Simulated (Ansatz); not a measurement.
Input and output for GaN (zincblende type): DFT, PBE, PAW with Ansatz's default frozen-core files, scalar-relativistic (Ansatz 0.2.0). This run: zincblende relaxed under pressure.

The start is a guessed cell of a prototype that needn't be stable.

Command: `ansatz run input.yaml --threads 1 --pin off --max-ram 3584MiB --backend cpu --events-out ev --progress --plain --runs-dir out` It took 25 s on 1 thread of Arm Neoverse V2, with other jobs on the host, peak memory 0.33 GiB.

```yaml
crystal:
  lattice:
    - [0.0, 1.8627824135, 1.8627824135]
    - [1.8627824135, 0.0, 1.8627824135]
    - [1.8627824135, 1.8627824135, 0.0]
  atoms:
    - { symbol: Ga, position: [0.0, 0.0, 0.0] }
    - { symbol: "N", position: [0.25, 0.25, 0.25] }
kpoints:
  mp_grid: { grid: [18, 18, 18] }
scf:
  occupations: { method: fermi_dirac, width: 0.05 }
hamiltonian:
  xc: pbe
  pseudopotentials: { kind: paw }
output:
  forces: true
  stress: true
  eigenvalues: true
relax:
  f_tol: 0.005
  max_steps: 40
  cell: { p_target: 290.0, stress_tol: 0.145 }
```

Output:

```
Engine: ansatz 0.2.0
Pseudopotentials: kind: paw
Pseudopotential: Ga, paw, valence charge 13, recommended cutoff 420 eV (normal), Ga.paw.azcp
Pseudopotential: N, paw, valence charge 5, recommended cutoff 420 eV (normal), N.paw.azcp
Functional definition: PBE
  parameter kappa = 0.804
  parameter beta = 0.06672455060314922
  exchange = pbe_x(kappa = kappa, mu = beta*pi^2/3)
  correlation = pbe_c(beta = beta)
Crystal: 2 atoms, lattice volume = 12.928 Å³
Basis set: ecut = 420 eV, 259 PW (Γ), exchange–correlation on 36×36×36 points (8 copies of the dense FFT grid, shifted against one another)
Bands: 13, of which v1, the nominal top of the filled ones, is band 9 counted from 1 (8 counted from 0)
Symmetry: 24 space group operations
Space group: F-43m (ITA 216), of the structure as read, at distance tolerance 2.3e-5 Å
k-points: 195 of 5832 (time reversal used)
Non-local potential: Ga, projectors of the file, l = 0: 2, l = 1: 2, l = 2: 3, l = 3: 1
Non-local potential: N, projectors of the file, l = 0: 2, l = 1: 2, l = 2: 1
PAW form: soft (Blöchl's): semilocal exchange-correlation on the pseudo side does not see the compensation charge
PAW one-centre angular grid: Ga, 590 points (default); XC on 64 Gauss nodes
PAW one-centre angular grid: N, 110 points (default); XC on 64 Gauss nodes
Initial density: superposition of atomic densities (neutral atoms: chi_scale 0, normalization atom), corrected by the library's trained network
Initial wavefunctions: pseudopotential atomic-orbital guess
Functional: x = pbe(κ = 0.804, μ = 0.2195149727645171), c = pbe(β = 0.06672455060314922)
SCF iter   1: F=—  HF=-4160.672020 eV  |F-HF|=—  |Δ(HF+E_count)|=         —  Δρ=1.56e-2  dr2=2.46e-2  ethr=1.77e-3  ⟨swp⟩=5.1  Hψ=14694  notcnv=0
preconditioner: auto → none  [insulator: Δε(μ)=3.214 eV  Ē_g=24.596 eV  σ=0.050 eV  W_gap=1.00  n_scr=0 (ndim 8)  ℏωp=43.8 eV  f_vac=0.000  D(μ)=0.00/eV (n_scr^D=0)  ε∞_Penn≈4.2]
SCF iter   2: F=—  HF=-4160.664759 eV  |F-HF|=—  |Δ(HF+E_count)|=   7.26e-3  Δρ=4.85e-3  dr2=1.07e-3  ethr=1.37e-4  ⟨swp⟩=2.6  Hψ=6085  notcnv=0
SCF iter   3: F=—  HF=-4160.664280 eV  |F-HF|=—  |Δ(HF+E_count)|=   4.79e-4  Δρ=2.34e-3  dr2=2.92e-4  ethr=5.97e-6  ⟨swp⟩=2.0  Hψ=4410  notcnv=0
SCF iter   4: F=—  HF=-4160.664419 eV  |F-HF|=—  |Δ(HF+E_count)|=   1.38e-4  Δρ=9.46e-4  dr2=3.19e-5  ethr=1.62e-6  ⟨swp⟩=2.6  Hψ=4618  notcnv=0
SCF iter   5: F=—  HF=-4160.664412 eV  |F-HF|=—  |Δ(HF+E_count)|=   6.81e-6  Δρ=2.09e-4  dr2=1.58e-6  ethr=1.77e-7  ⟨swp⟩=2.2  Hψ=4015  notcnv=0
SCF iter   6: F=-4160.664415 eV  HF=-4160.664415 eV  |F-HF|=5.61e-8  |Δ(HF+E_count)|=   2.63e-6  Δρ=3.20e-5  dr2=3.78e-8  ethr=5.56e-10  ⟨swp⟩=4.6  Hψ=14110  notcnv=0
SCF 1 converged in 6 iterations: F = -4160.664415 eV  dr2 = 3.78e-8
  greatest PAW one-centre occupation: 0.997 electrons in one spin orbital (limit 2), on the Ga atom at site 0 (counted from 0), in its partial waves of l = 2
relax step   1: F+E_penalty+E_count = -4160.66441482 eV  Δ(F+E_penalty+E_count) = +0.000e0 eV  max|allowed force component| = 2.128e-16 eV/Å  Δτ_max = 0.0000 Å  P = +368.401 GPa  Ω = 12.928 Å³  (6 SCF iters, dr2 threshold 1.00e-7 eV, accepted)
Crystal: 2 atoms, lattice volume = 13.656 Å³
Basis set: ecut = 420 eV, 283 PW (Γ), exchange–correlation on 36×36×36 points (8 copies of the dense FFT grid, shifted against one another)
Initial density: handed on by an earlier stage of this run
Initial wavefunctions: those handed on with the density
iter 1 solved again at ethr=3.79e-4 eV; its pass at ethr=3.10e-3 eV (dr2=6.82e-2 eV) is discarded
SCF iter   1: F=—  HF=-4162.193609 eV  |F-HF|=—  |Δ(HF+E_count)|=         —  Δρ=2.40e-2  dr2=6.84e-2  ethr=3.79e-4  ⟨swp⟩=1.0  Hψ=17894  notcnv=0
preconditioner: auto → none  [insulator: Δε(μ)=3.121 eV  Ē_g=23.863 eV  σ=0.050 eV  W_gap=1.00  n_scr=0 (ndim 8)  ℏωp=42.6 eV  f_vac=0.000  D(μ)=0.00/eV (n_scr^D=0)  ε∞_Penn≈4.2]
SCF iter   2: F=—  HF=-4162.170303 eV  |F-HF|=—  |Δ(HF+E_count)|=   2.33e-2  Δρ=5.09e-3  dr2=1.73e-3  ethr=3.79e-4  ⟨swp⟩=3.0  Hψ=5142  notcnv=0
SCF iter   3: F=—  HF=-4162.169754 eV  |F-HF|=—  |Δ(HF+E_count)|=   5.48e-4  Δρ=1.88e-3  dr2=1.85e-4  ethr=9.63e-6  ⟨swp⟩=2.0  Hψ=4704  notcnv=0
SCF iter   4: F=—  HF=-4162.169849 eV  |F-HF|=—  |Δ(HF+E_count)|=   9.44e-5  Δρ=5.91e-4  dr2=2.19e-5  ethr=1.03e-6  ⟨swp⟩=2.2  Hψ=4301  notcnv=0
SCF iter   5: F=—  HF=-4162.169878 eV  |F-HF|=—  |Δ(HF+E_count)|=   2.92e-5  Δρ=1.25e-4  dr2=1.08e-6  ethr=1.22e-7  ⟨swp⟩=2.0  Hψ=4034  notcnv=0
SCF iter   6: F=-4162.169880 eV  HF=-4162.169880 eV  |F-HF|=2.06e-8  |Δ(HF+E_count)|=   2.05e-6  Δρ=1.27e-5  dr2=9.42e-9  ethr=1.11e-9  ⟨swp⟩=6.8  Hψ=13130  notcnv=0
SCF 2 converged in 6 iterations: F = -4162.169880 eV  dr2 = 9.42e-9
relax step   2: F+E_penalty+E_count = -4162.16988004 eV  Δ(F+E_penalty+E_count) = -1.505e0 eV  max|allowed force component| = 9.714e-17 eV/Å  Δτ_max = 0.0000 Å  P = +298.412 GPa  Ω = 13.656 Å³  energy of the carried Pulay correction = -5.256e-3 eV  (6 SCF iters, dr2 threshold 2.00e-7 eV, accepted)
Crystal: 2 atoms, lattice volume = 13.749 Å³
iter 1 solved again at ethr=5.34e-6 eV; its pass at ethr=3.10e-3 eV (dr2=9.61e-4 eV) is discarded
SCF iter   1: F=—  HF=-4162.340772 eV  |F-HF|=—  |Δ(HF+E_count)|=         —  Δρ=2.82e-3  dr2=9.55e-4  ethr=5.34e-6  ⟨swp⟩=2.3  Hψ=16090  notcnv=0
preconditioner: auto → none  [insulator: Δε(μ)=3.338 eV  Ē_g=23.723 eV  σ=0.050 eV  W_gap=1.00  n_scr=0 (ndim 8)  ℏωp=42.5 eV  f_vac=0.000  D(μ)=0.00/eV (n_scr^D=0)  ε∞_Penn≈4.2]
SCF iter   2: F=—  HF=-4162.340446 eV  |F-HF|=—  |Δ(HF+E_count)|=   3.27e-4  Δρ=6.15e-4  dr2=2.53e-5  ethr=5.31e-6  ⟨swp⟩=2.0  Hψ=4008  notcnv=0
SCF iter   3: F=—  HF=-4162.340404 eV  |F-HF|=—  |Δ(HF+E_count)|=   4.12e-5  Δρ=2.22e-4  dr2=2.54e-6  ethr=1.41e-7  ⟨swp⟩=2.1  Hψ=4169  notcnv=0
SCF iter   4: F=—  HF=-4162.340407 eV  |F-HF|=—  |Δ(HF+E_count)|=   2.20e-6  Δρ=7.05e-5  dr2=3.48e-7  ethr=1.41e-8  ⟨swp⟩=2.1  Hψ=4207  notcnv=0
SCF iter   5: F=-4162.340407 eV  HF=-4162.340407 eV  |F-HF|=2.01e-8  |Δ(HF+E_count)|=   2.51e-7  Δρ=1.41e-5  dr2=1.37e-8  ethr=1.11e-9  ⟨swp⟩=5.8  Hψ=12664  notcnv=0
SCF 3 converged in 5 iterations: F = -4162.340407 eV  dr2 = 1.37e-8
[... lines left out ...]
SCF 6 converged in 2 iterations: F = -4162.368230 eV  dr2 = 8.19e-8
relax step   6: F+E_penalty+E_count = -4162.36823010 eV  Δ(F+E_penalty+E_count) = -1.013e-2 eV  max|allowed force component| = 1.850e-16 eV/Å  Δτ_max = 0.0000 Å  P = +290.001 GPa  Ω = 13.761 Å³  energy of the carried Pulay correction = -3.468e-5 eV  (2 SCF iters, dr2 threshold 2.00e-7 eV, accepted)
iter 1 solved again at ethr=2.37e-8 eV; its pass at ethr=3.10e-3 eV (dr2=4.26e-6 eV) is discarded
SCF iter   1: F=—  HF=-4162.368331 eV  |F-HF|=—  |Δ(HF+E_count)|=         —  Δρ=3.91e-5  dr2=9.82e-8  ethr=2.37e-8  ⟨swp⟩=3.6  Hψ=22402  notcnv=0
preconditioner: auto → none  [insulator: Δε(μ)=3.369 eV  Ē_g=23.706 eV  σ=0.050 eV  W_gap=1.00  n_scr=0 (ndim 8)  ℏωp=42.5 eV  f_vac=0.000  D(μ)=0.00/eV (n_scr^D=0)  ε∞_Penn≈4.2]
SCF iter   2: F=—  HF=-4162.368296 eV  |F-HF|=—  |Δ(HF+E_count)|=   3.51e-5  Δρ=1.39e-5  dr2=1.44e-8  ethr=5.45e-10  ⟨swp⟩=2.0  Hψ=4291  notcnv=0
SCF iter   3: F=—  HF=-4162.368296 eV  |F-HF|=—  |Δ(HF+E_count)|=  1.18e-10  Δρ=6.18e-6  dr2=1.59e-9  ethr=7.98e-11  ⟨swp⟩=2.4  Hψ=3867  notcnv=0
SCF iter   4: F=—  HF=-4162.368296 eV  |F-HF|=—  |Δ(HF+E_count)|=   2.06e-9  Δρ=2.27e-6  dr2=2.32e-10  ethr=8.81e-12  ⟨swp⟩=2.0  Hψ=3923  notcnv=0
SCF iter   5: F=-4162.368296 eV  HF=-4162.368296 eV  |F-HF|=1.18e-11  |Δ(HF+E_count)|=  1.69e-10  Δρ=4.34e-7  dr2=1.67e-11  ethr=1.00e-12  ⟨swp⟩=4.9  Hψ=9373  notcnv=0
SCF 7 converged in 5 iterations: F = -4162.368296 eV  dr2 = 1.67e-11
relax step   7: F+E_penalty+E_count = -4162.36829576 eV  Δ(F+E_penalty+E_count) = -6.567e-5 eV  max|allowed force component| = 1.619e-16 eV/Å  Δτ_max = 0.0000 Å  P = +290.006 GPa  Ω = 13.761 Å³  stress off target by 6.36e-3 GPa  SCF on the basis re-selected at this cell (its energy is not comparable with the rows above)  (5 SCF iters)
basis re-selected at this cell: Δ(F+E_penalty+E_count) = -6.567e-5 eV, ΔP = +0.005 GPa vs the last step (what re-selecting the basis moved, of the pressure what is left beyond the Pulay correction that the steps carried, after the strain that the cell walked since its last selection, with what the two solves' SCF thresholds leave and, on support functions, any second-order correction that the steps lacked; it is no measure of the basis error at this ecutwfc). This SCF's stress stands 6.36e-3 GPa from its target on what of the cell is left free (relax.cell.stress_tol is 1.45e-1 GPa) and its largest allowed force component is 1.62e-16 eV/Å (relax.f_tol is 5.00e-3 eV/Å): within both
SCF converged after 5 iterations
Free energy (F): -4162.368296 eV
Harris-Foulkes:  -4162.368296 eV  (|F-HF|=1.18e-11)
Internal energy: -4162.368296 eV  (E = F + TS)
E sigma→0 (E₀):  -4162.368296 eV
Fermi energy:    21.690042 eV
--- Per-component energies (eV) ---
  E_band       = 145.112795
  E_kinetic    = 275.285954
  E_local      = -1526.232096  (includes V_loc(G=0)·N_el)
  E_nonlocal   = 478.454979
  E_hartree    = 746.694447
  E_xc         = -138.777745
  E_vxc        = -147.094006  (∫ρ·V_xc dr)
  E_paw        = -2116.972013  (= ΣΔE_a)
  E_vpaw       = -428.691322  (= ΣTr[D̂ρ^β])
  E_aug_tail   = 0.000198  (compensation charges beyond the density's cutoff)
  E_ewald      = -1880.822020
  E_smearing   = -0.000000  (= −TS)
  E_closure    = 0.000000  (closes the sum)
  Σ components = -4162.368296   (vs F -4162.368296, Δ=0.00e0)
--- Forces (eV/Å), atoms counted from 1 ---
  atom   1  Ga     0.00000000     0.00000000     0.00000000
  atom   2  N     -0.00000000    -0.00000000    -0.00000000
  max |Σ_I F_I| component: 2.78e-17 eV/Å
--- Stress (GPa, compression-positive) ---
      290.006364       0.000000       0.000000
        0.000000     290.006364       0.000000
        0.000000       0.000000     290.006364
  P = ⅓ Tr σ = 290.0064 GPa (2900.064 kbar)
--- Band table (eV; the first three rows and the last of 195) ---
  k-point 0: bands = ["-1.8933", "4.3454", "4.3454", "4.3454", "5.6272", "5.6272", "19.9767", "19.9767", "19.9767", "24.7238", "33.5109", "33.5109", "33.5109"]
  k-point 1: bands = ["-1.8230", "4.3439", "4.3609", "4.3609", "5.6243", "5.6243", "19.6005", "19.9130", "19.9130", "24.9460", "33.3124", "33.6121", "33.6121"]
  k-point 2: bands = ["-1.6176", "4.3456", "4.4038", "4.4038", "5.6174", "5.6174", "18.6215", "19.7315", "19.7315", "25.4764", "32.8135", "33.8600", "33.8600"]
  k-point 194: bands = ["1.2932", "4.5430", "5.0726", "5.5357", "5.6770", "8.7103", "11.5879", "12.8481", "13.6208", "26.8368", "32.6815", "34.4321", "34.4769"]
--- Relaxed structure (5 steps of the walk, 5 accepted, 2 SCFs on fresh bases) ---
  F+E_penalty+E_count = -4162.36829576 eV   max|allowed force component| = 1.619e-16 eV/Å   (the final SCF, on the basis selected at the relaxed cell)
  cell:  # Å, volume = 13.7609 Å³
    - [3.407530046998926e-34, 1.9019798767519869, 1.9019798767519869]
    - [1.9019798767519869, 3.84063666979505e-33, 1.9019798767519869]
    - [1.9019798767519869, 1.9019798767519869, 5.5953554136234694e-33]
  atoms:
    - { symbol: Ga, position: [-5.147958297185261e-34, 6.741886807610824e-34, 4.1571378717855875e-34] }
    - { symbol: N, position: [0.25000000000000006, 0.25000000000000006, 0.25000000000000006] }
```

Next run (wurtzite relaxed under pressure), as changes to the input before:

```diff
   lattice:
-    - [0.0, 1.8627824135, 1.8627824135]
-    - [1.8627824135, 0.0, 1.8627824135]
-    - [1.8627824135, 1.8627824135, 0.0]
+    - [2.6359836623, 0.0, 0.0]
+    - [-1.3179918312, 2.2828288155, 0.0]
+    - [0.0, 0.0, 4.2966533696]
   atoms:
-    - { symbol: Ga, position: [0.0, 0.0, 0.0] }
-    - { symbol: "N", position: [0.25, 0.25, 0.25] }
+    - { symbol: Ga, position: [0.3333333333, 0.6666666667, 0.0] }
+    - { symbol: Ga, position: [0.6666666667, 0.3333333333, 0.5] }
+    - { symbol: "N", position: [0.3333333333, 0.6666666667, 0.376] }
+    - { symbol: "N", position: [0.6666666667, 0.3333333333, 0.876] }
 kpoints:
-  mp_grid: { grid: [18, 18, 18] }
+  mp_grid: { grid: [14, 14, 8] }
 scf:
```

Results part of the output:

```
basis re-selected at this cell: Δ(F+E_penalty+E_count) = -3.682e-6 eV, ΔP = -0.004 GPa vs the last step (what re-selecting the basis moved, of the pressure what is left beyond the Pulay correction that the steps carried, after the strain that the cell walked since its last selection, with what the two solves' SCF thresholds leave and, on support functions, any second-order correction that the steps lacked; it is no measure of the basis error at this ecutwfc). This SCF's stress stands 1.35e-1 GPa from its target on what of the cell is left free (relax.cell.stress_tol is 1.45e-1 GPa) and its largest allowed force component is 2.61e-5 eV/Å (relax.f_tol is 5.00e-3 eV/Å): within both
SCF converged after 6 iterations
Free energy (F): -8324.442934 eV
Harris-Foulkes:  -8324.442934 eV  (|F-HF|=3.64e-12)
Internal energy: -8324.442934 eV  (E = F + TS)
E sigma→0 (E₀):  -8324.442934 eV
Fermi energy:    21.953434 eV
--- Per-component energies (eV) ---
  E_band       = 295.115388
  E_kinetic    = 550.645728
  E_local      = -3025.987967  (includes V_loc(G=0)·N_el)
  E_nonlocal   = 956.383465
  E_hartree    = 1482.667360
  E_xc         = -277.609888
  E_vxc        = -294.284753  (∫ρ·V_xc dr)
  E_paw        = -4233.622493  (= ΣΔE_a)
  E_vpaw       = -856.975931  (= ΣTr[D̂ρ^β])
  E_aug_tail   = 0.000111  (compensation charges beyond the density's cutoff)
  E_ewald      = -3776.919249
  E_smearing   = -0.000000  (= −TS)
  E_closure    = 0.000000  (closes the sum)
  Σ components = -8324.442934   (vs F -8324.442934, Δ=0.00e0)
--- Forces (eV/Å), atoms counted from 1 ---
  atom   1  Ga    -0.00000000    -0.00000000     0.00002630
  atom   2  Ga    -0.00000000     0.00000000     0.00002630
  atom   3  N     -0.00000000    -0.00000000    -0.00002596
  atom   4  N      0.00000000     0.00000000    -0.00002596
  max |Σ_I F_I| component: 6.76e-7 eV/Å
--- Stress (GPa, compression-positive) ---
      289.932306       0.000000      -0.000000
        0.000000     289.932306      -0.000000
       -0.000000      -0.000000     290.135037
  P = ⅓ Tr σ = 289.9999 GPa (2899.999 kbar)
--- Band table (eV; the first three rows and the last of 120) ---
  k-point 0: bands = ["-1.7865", "0.6506", "4.2055", "4.6739", "4.6739", "4.8977", "4.8977", "5.5916", "5.5916", "5.8787", "5.8787", "6.3066", "8.1636", "18.8664", "18.8664", "19.1251", "20.5106", "20.5106", "24.6515", "29.3747", "31.0698", "32.3400"]
  k-point 1: bands = ["-1.7067", "0.5521", "4.2082", "4.6795", "4.6795", "4.8861", "4.8861", "5.6052", "5.6052", "5.8123", "5.8705", "5.8705", "8.9200", "18.5759", "18.9257", "18.9257", "20.4445", "20.4445", "25.0487", "29.2875", "31.0410", "32.1546"]
  k-point 2: bands = ["-1.4734", "0.2672", "4.2236", "4.6965", "4.6965", "4.8545", "4.8545", "5.1370", "5.6426", "5.6426", "5.8458", "5.8458", "10.3641", "17.2576", "19.0960", "19.0960", "20.2578", "20.2578", "25.9280", "29.0089", "30.9931", "31.7563"]
  k-point 119: bands = ["1.4073", "1.4073", "4.7391", "4.7391", "4.8599", "4.8599", "5.5200", "5.5200", "5.6760", "5.6760", "8.4897", "8.4897", "11.2826", "11.2826", "13.1630", "13.1630", "16.4815", "16.4815", "27.2247", "27.2247", "28.8810", "28.8810"]
--- Relaxed structure (8 steps of the walk, 8 accepted, 2 SCFs on fresh bases) ---
  F+E_penalty+E_count = -8324.44293393 eV   max|allowed force component| = 2.613e-5 eV/Å   (the final SCF, on the basis selected at the relaxed cell)
  cell:  # Å, volume = 27.3028 Å³
    - [2.5943193727264307, 2.8411197144126927e-11, 1.570414565403295e-35]
    - [-1.2971596863878203, 2.246746482296993, -1.401742179870123e-33]
    - [2.555241304323756e-35, -5.608868719731235e-33, 4.684133300300401]
  atoms:
    - { symbol: Ga, position: [0.3333333333333333, 0.6666666666666666, 0.014685498140371648] }
    - { symbol: Ga, position: [0.6666666666666667, 0.33333333333333326, 0.5146854981403717] }
    - { symbol: N, position: [0.3333333333333333, 0.6666666666666666, 0.3613145018596283] }
    - { symbol: N, position: [0.6666666666666667, 0.33333333333333326, 0.8613145018596284] }
```

Next run (NiAs relaxed under pressure), as changes to the input before:

```diff
   lattice:
-    - [2.6359836623, 0.0, 0.0]
-    - [-1.3179918312, 2.2828288155, 0.0]
-    - [0.0, 0.0, 4.2966533696]
+    - [2.6186936655, 0.0, 0.0]
+    - [-1.3093468328, 2.2678552391, 0.0]
+    - [0.0, 0.0, 4.0589751815]
   atoms:
-    - { symbol: Ga, position: [0.3333333333, 0.6666666667, 0.0] }
-    - { symbol: Ga, position: [0.6666666667, 0.3333333333, 0.5] }
-    - { symbol: "N", position: [0.3333333333, 0.6666666667, 0.376] }
-    - { symbol: "N", position: [0.6666666667, 0.3333333333, 0.876] }
+    - { symbol: Ga, position: [0.0, 0.0, 0.0] }
+    - { symbol: Ga, position: [0.0, 0.0, 0.5] }
+    - { symbol: "N", position: [0.3333333333, 0.6666666667, 0.25] }
+    - { symbol: "N", position: [0.6666666667, 0.3333333333, 0.75] }
 kpoints:
-  mp_grid: { grid: [14, 14, 8] }
+  mp_grid: { grid: [13, 13, 7] }
 scf:
```

Results part of the output:

```
basis re-selected at this cell: Δ(F+E_penalty+E_count) = -1.259e-4 eV, ΔP = -0.002 GPa vs the last step (what re-selecting the basis moved, of the pressure what is left beyond the Pulay correction that the steps carried, after the strain that the cell walked since its last selection, with what the two solves' SCF thresholds leave and, on support functions, any second-order correction that the steps lacked; it is no measure of the basis error at this ecutwfc). This SCF's stress stands 7.48e-2 GPa from its target on what of the cell is left free (relax.cell.stress_tol is 1.45e-1 GPa) and its largest allowed force component is 2.59e-16 eV/Å (relax.f_tol is 5.00e-3 eV/Å): within both
SCF converged after 4 iterations
Free energy (F): -8324.369058 eV
Harris-Foulkes:  -8324.369058 eV  (|F-HF|=3.82e-11)
Internal energy: -8324.369058 eV  (E = F + TS)
E sigma→0 (E₀):  -8324.369058 eV
Fermi energy:    25.376533 eV
--- Per-component energies (eV) ---
  E_band       = 396.720656
  E_kinetic    = 550.506102
  E_local      = -2613.504356  (includes V_loc(G=0)·N_el)
  E_nonlocal   = 966.948413
  E_hartree    = 1334.675350
  E_xc         = -274.904239
  E_vxc        = -291.585894  (∫ρ·V_xc dr)
  E_paw        = -4249.383418  (= ΣΔE_a)
  E_vpaw       = -884.994562  (= ΣTr[D̂ρ^β])
  E_aug_tail   = -0.000227  (compensation charges beyond the density's cutoff)
  E_ewald      = -4038.706683
  E_smearing   = -0.000000  (= −TS)
  E_closure    = 0.000000  (closes the sum)
  Σ components = -8324.369058   (vs F -8324.369058, Δ=0.00e0)
--- Forces (eV/Å), atoms counted from 1 ---
  atom   1  Ga     0.00000000     0.00000000     0.00000000
  atom   2  Ga    -0.00000000     0.00000000    -0.00000000
  atom   3  N     -0.00000000     0.00000000    -0.00000000
  atom   4  N     -0.00000000    -0.00000000     0.00000000
  max |Σ_I F_I| component: 7.40e-17 eV/Å
--- Stress (GPa, compression-positive) ---
      290.002702      -0.000000      -0.000000
       -0.000000     290.002702      -0.000000
       -0.000000      -0.000000     290.074793
  P = ⅓ Tr σ = 290.0267 GPa (2900.267 kbar)
--- Band table (eV; the first three rows and the last of 84) ---
  k-point 0: bands = ["0.0531", "4.7188", "6.7011", "7.0212", "7.4485", "7.4485", "8.1001", "8.1001", "8.1034", "8.1034", "8.8214", "8.8214", "12.0169", "20.4712", "22.0412", "22.0412", "23.3623", "23.3623", "30.8130", "30.9404", "37.2122", "37.2122"]
  k-point 1: bands = ["0.1882", "4.1572", "7.0129", "7.0628", "7.4861", "7.4861", "8.0771", "8.0771", "8.1256", "8.1256", "8.7735", "8.7735", "12.3859", "19.9253", "22.1179", "22.1179", "23.3082", "23.3082", "31.1053", "31.2528", "37.0783", "37.2713"]
  k-point 2: bands = ["0.5885", "3.1254", "7.1750", "7.3444", "7.5898", "7.5898", "8.0006", "8.0006", "8.2011", "8.2011", "8.6463", "8.6463", "13.4478", "18.5521", "22.3285", "22.3285", "23.1511", "23.1511", "31.5877", "32.2651", "35.6096", "36.8902"]
  k-point 83: bands = ["4.6136", "4.6658", "7.2860", "7.3125", "7.7062", "7.7433", "7.7594", "8.2461", "8.3271", "8.3549", "11.1336", "11.5103", "13.7191", "13.8426", "14.9263", "14.9981", "21.3461", "21.6803", "30.0140", "30.1792", "31.6583", "33.7416"]
--- Relaxed structure (6 steps of the walk, 6 accepted, 2 SCFs on fresh bases) ---
  F+E_penalty+E_count = -8324.36905820 eV   max|allowed force component| = 2.591e-16 eV/Å   (the final SCF, on the basis selected at the relaxed cell)
  cell:  # Å, volume = 24.3549 Å³
    - [2.512302933213691, 2.7694731907372985e-11, 0.0]
    - [-1.2561514666308298, 2.175718162151369, 0.0]
    - [0.0, 0.0, 4.4556646787822904]
  atoms:
    - { symbol: Ga, position: [1.070063356379053e-34, -5.158406752863169e-35, 0.0] }
    - { symbol: Ga, position: [8.654161605214991e-35, -1.3407434486029642e-34, 0.49999999999999994] }
    - { symbol: N, position: [0.33333333333333326, 0.6666666666666665, 0.24999999999999997] }
    - { symbol: N, position: [0.6666666666666666, 0.33333333333333326, 0.75] }
```
